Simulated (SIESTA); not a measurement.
# WSe4 in SIESTA: the effect of basis

Slab: WSe4, a slab with vacuum.

```xyz
5
Lattice="3.3179 0.0000 0.0000 -1.6590 2.8734 0.0000 0.0000 0.0000 44.9918" Properties=species:S:1:pos:R:3 pbc="T T T"
Se    0.0000    1.9156    7.5000
Se    0.0000    1.9156   20.8336
W     0.0000    0.0000   22.4959
Se    0.0000    1.9156   24.1581
Se    0.0000    1.9156   37.4918
```

Alike in all runs:

```yaml
Program: SIESTA 5.4.2
Task: single point
Functional: PBE
Potentials_or_basis: PseudoDojo 0.4 standard (PBE files)
Grid_cutoff: 800 Ry
Energy_shift: 0.003 Ry
k_mesh: 9 × 9 × 1
Occupations: fermi-dirac, width 0.05 eV
Spin: no spin polarisation
```

```csv
basis,largest force (eV/Å),work function (eV)
SZ,?,?
SZP,1.69,6.00
DZ,1.32,6.17
DZP,1.19,5.96
DZDP,1.05,5.90
TZP,0.98,5.91
TZDP,0.92,5.87
```

Task: What does the run with basis SZ give?

Result: Largest force 2.00 eV/Å; work function 6.07 eV.

Caveats: the basis has no polarisation orbitals (some runs).
